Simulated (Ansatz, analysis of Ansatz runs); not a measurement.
# NV- centre in 3C-SiC: hyperfine coupling, LDA, part 2 of 2

Aim: the hyperfine coupling of the NV- centre in 3C-SiC, to be set beside the measurement. Set-up: LDA, 64-site cell, LDA lattice, 420 eV, k: the single point 1/4 1/4 1/4 then 2x2x2 shifted 0.5 0.5 0.5. The model is a cell of 64 host atoms with 1 site emptied and N put on another atom's site. The isotropic coupling follows from the spin density at the nucleus, the nuclear g-factor and the total spin. A local or semilocal functional is the cheapest first rung.

Ansatz 0.2.0; LDA, 64-site cell, LDA lattice, 420 eV, k: the single point 1/4 1/4 1/4 then 2x2x2 shifted 0.5 0.5 0.5.

So far: Starting point; Relaxation, charge −1.

### Step 3. Contact spin densities

The relaxed structure is kept, and the final numbers are taken at the final level and k-points.

This step: plane-wave PAW DFT, LDA; single point of a defect supercell.

File point/input.yaml:

```yaml
crystal:
  lattice:
    - [8.65794568, 0.0, 0.0]
    - [0.0, 0.0, -8.65794568]
    - [0.0, 8.65794568, 0.0]
  atoms:
    - { symbol: Si, position: [-5.2883e-05, -0.000225259, -0.000161489] }
    - { symbol: Si, position: [0.000371886, 0.250508269, 0.250942782] }
    - { symbol: Si, position: [0.250681031, 0.000196693, 0.250942319] }
    - { symbol: Si, position: [0.250095557, 0.249911747, 0.000425503] }
    - { symbol: C, position: [0.125230097, 0.125058186, 0.125686158] }
    - { symbol: C, position: [0.127651108, 0.375216029, 0.377549201] }
    - { symbol: C, position: [0.375385365, 0.127487165, 0.377550147] }
    - { symbol: C, position: [0.375344374, 0.375170678, 0.124908278] }
    - { symbol: Si, position: [-0.000108111, -0.000272897, 0.50038065] }
    - { symbol: Si, position: [-0.000306369, 0.249611236, 0.750070365] }
    - { symbol: Si, position: [0.249781884, -0.000490004, 0.750059276] }
    - { symbol: Si, position: [0.251305885, 0.251135314, 0.504781793] }
    - { symbol: C, position: [0.124157782, 0.123986829, 0.625366107] }
    - { symbol: C, position: [0.124641438, 0.374765261, 0.875807058] }
    - { symbol: C, position: [0.374930663, 0.1244614, 0.875810455] }
    - { symbol: "N", position: [0.358695506, 0.358536855, 0.640312658] }
    - { symbol: Si, position: [9.0296e-05, 0.500123618, -0.000638256] }
    - { symbol: Si, position: [0.001362006, 0.749882271, 0.249421461] }
    - { symbol: Si, position: [0.252931869, 0.500602494, 0.25187766] }
    - { symbol: Si, position: [0.250449344, 0.748459573, -0.00061948] }
    - { symbol: C, position: [0.125398703, 0.624103984, 0.124396799] }
    - { symbol: C, position: [0.125261133, 0.875684803, 0.375666708] }
    - { symbol: C, position: [0.368050541, 0.63549477, 0.365711287] }
    - { symbol: C, position: [0.375779786, 0.875880146, 0.124006572] }
    - { symbol: Si, position: [0.000211525, 0.499959008, 0.499686199] }
    - { symbol: Si, position: [4.38e-07, 0.748429505, 0.749373688] }
    - { symbol: Si, position: [0.251916335, 0.494760002, 0.747932829] }
    - { symbol: Si, position: [0.253271687, 0.748014314, 0.500257014] }
    - { symbol: C, position: [0.127725618, 0.622565457, 0.625120694] }
    - { symbol: C, position: [0.125006325, 0.874221373, 0.875024384] }
    - { symbol: C, position: [0.375370124, 0.622501062, 0.872515352] }
    - { symbol: C, position: [0.375072052, 0.875930596, 0.625381303] }
    - { symbol: Si, position: [0.500291507, -7.7411e-05, -0.000628474] }
    - { symbol: Si, position: [0.500790095, 0.252772345, 0.251879746] }
    - { symbol: Si, position: [0.750063077, 0.001197577, 0.249429754] }
    - { symbol: Si, position: [0.748626226, 0.250287475, -0.000619684] }
    - { symbol: C, position: [0.624274585, 0.12522551, 0.124396101] }
    - { symbol: C, position: [0.635674742, 0.367888009, 0.365715166] }
    - { symbol: C, position: [0.875854918, 0.125092328, 0.375664244] }
    - { symbol: C, position: [0.876054996, 0.375616682, 0.124014367] }
    - { symbol: Si, position: [0.500141491, 5.0297e-05, 0.499690296] }
    - { symbol: Si, position: [0.494918091, 0.25174887, 0.747940865] }
    - { symbol: Si, position: [0.748606966, -0.00018234, 0.749372219] }
    - { symbol: Si, position: [0.748183039, 0.253113529, 0.500266002] }
    - { symbol: C, position: [0.622729504, 0.127560981, 0.625129363] }
    - { symbol: C, position: [0.622669434, 0.375196713, 0.872523155] }
    - { symbol: C, position: [0.874396148, 0.124853305, 0.875025003] }
    - { symbol: C, position: [0.876107669, 0.37490262, 0.625378869] }
    - { symbol: Si, position: [0.500238674, 0.500069282, -0.000135371] }
    - { symbol: Si, position: [0.501247739, 0.749135965, 0.250966596] }
    - { symbol: Si, position: [0.749319139, 0.50107694, 0.25095976] }
    - { symbol: Si, position: [0.750080517, 0.749910119, -0.001769508] }
    - { symbol: C, position: [0.626054535, 0.625885203, 0.124003396] }
    - { symbol: C, position: [0.625978803, 0.876724089, 0.374193202] }
    - { symbol: C, position: [0.876894301, 0.625823193, 0.374196867] }
    - { symbol: C, position: [0.875341537, 0.875173126, 0.124612278] }
    - { symbol: Si, position: [0.500402106, 0.747711713, 0.746391763] }
    - { symbol: Si, position: [0.74787846, 0.500228602, 0.746396451] }
    - { symbol: Si, position: [0.748721098, 0.748564013, 0.498416199] }
    - { symbol: C, position: [0.634863278, 0.634687498, 0.631378411] }
    - { symbol: C, position: [0.624151102, 0.875192532, 0.874555236] }
    - { symbol: C, position: [0.875363125, 0.62397707, 0.874559023] }
    - { symbol: C, position: [0.875516979, 0.875361072, 0.62439547] }
total_charge: -1
basis:
  ecutwfc: 420
  xc_grid: 2
hamiltonian:
  xc: lda
kpoints:
  mp_grid: { grid: [2, 2, 2], shift: [0.5, 0.5, 0.5] }
magnetization:
  spin_polarized: true
  initial_magnetization: 2
  spin_locking: { lock_magnetization: hard }
scf:
  occupations: { method: fermi_dirac, width: 0.01 }
  max_iter: 120
output:
  forces: true
  efg: {}
  eigenvalues: true
```

Started as:

```console
$ ansatz run input.yaml --threads 2 --pin off --max-ram 3768MiB --backend cpu --events-out ev --progress --plain --runs-dir out
```

Numbers of over 12 decimals in the logs are rounded to 6 here.

What it wrote:

```text
[...]
Warning: at least one further symmetry operation maps every atom of the structure, as the run holds it, onto an atom to within 2.06e-5 (fractional), and is not used: no operation is sought that the atoms, as the run holds them, miss by more than 2.00e-5, [...]
[...]
Crystal: 63 atoms, lattice volume = 649.000 Å³
Basis set: ecut = 420 eV, 12797 PW (Γ), exchange–correlation on 120×120×120 points (8 copies of the dense FFT grid, shifted against one another)
Bands: 191, of which v1, the nominal top of the filled ones, is band 127 counted from 1 (126 counted from 0)
Symmetry: 1 space group operations
[...]
k-points: 4 of 8 (time reversal used)
[...]
Starting moments: Σ|m| = 2 μB on 63 of 63 sites
[...]
atom  27  Si V_zz =    +1.624533   η = 0.3307   by run symmetry: allowed
[...]
atom  38  C  V_zz =    +2.094955   η = 0.0714   by run symmetry: allowed
[...]
atom  42  Si V_zz =    +1.624779   η = 0.3309   by run symmetry: allowed
[...]
atom  57  Si V_zz =    -2.070746   η = 0.3046   by run symmetry: allowed
[...]
atom  58  Si V_zz =    -2.071453   η = 0.3044   by run symmetry: allowed
[...]
atom  60  C  V_zz =    +2.007464   η = 0.0914   by run symmetry: allowed
[...]
--- Band table (eV; the first three rows and the last of 8) ---
[...]
[... further k-points left out ...]
[key lines of the parts left out:]
SCF converged after 12 iterations
Magnetization: 2.0000 μB (128.0000 up, 126.0000 down)
Free energy (F): -26777.684191 eV
Fermi energy:    9.983960 (↑ 10.633653, ↓ 9.809169) eV
```

Wall time 3.7 min (2 threads of Arm Neoverse N1, shared host); peak memory 1.8 GiB; 7.3 min of CPU time.

This step gave:

| Property | Result |
| --- | --- |
| free energy | -26777.6842 eV |
| total moment | 2 μB |
| integral of the absolute spin density | 2.090 μB |
| spin contamination | 0.006875 |

The largest moments in the atoms' spheres: C23 0.28, C38 0.28, C60 0.27, C39 0.03, C22 0.03, C21 0.02 μB.

Contact couplings A = (2/3) μ0 ge μB gN μN ρs / (2S h), for each element's most abundant magnetic isotope:

```tsv
atom	isotope	distance from the centre (Å)	contact spin density (e/Å³)	A (MHz)
C38	13C	2.01	0.569	47.4
C23	13C	2.01	0.569	47.4
C60	13C	2.00	0.566	47.2
Si50	29Si	3.05	-0.151	10.0
Si51	29Si	3.05	-0.151	10.0
Si59	29Si	3.04	-0.149	9.8
C39	13C	4.72	0.0852	7.1
C22	13C	4.72	0.0851	7.1
C62	13C	4.71	0.0824	6.9
C61	13C	4.71	0.0824	6.9
```

The largest force, 0.16 eV/Å, shows that the atoms would still move at this level, mesh and basis.

### Step 4. What came out

* 14N, isotropic part (sign not measured): -0.8 MHz
* integral of the absolute spin density: 2.09 μB
* time of the whole chain: 7.4 min on 2 threads

In words: 14N, isotropic part (sign not measured): computed -0.8 MHz, measured -1.26 MHz (size measured, sign taken from theory); 0.4 MHz (35 %) smaller in size than the measurement. Only the isotropic (Fermi contact) part is computed, with core polarisation; no vibrational averaging. Limits: the periodic copies of the defect are only 8.7 Å apart.

[Logs are printed without paths, hosts, clocks, repeated set-up lines and the standing remarks that a program may print on its own settings, such as how far it seeks lower states.]

[Hosts, paths, dates, database ids (printed as entryN), source tags and the programs' standing remarks are cut or masked in the printed files.]

[For some hosts the program warned that the k-mesh of the response run may be too coarse for force constants and the static dielectric constant; such warnings are not shown here.]
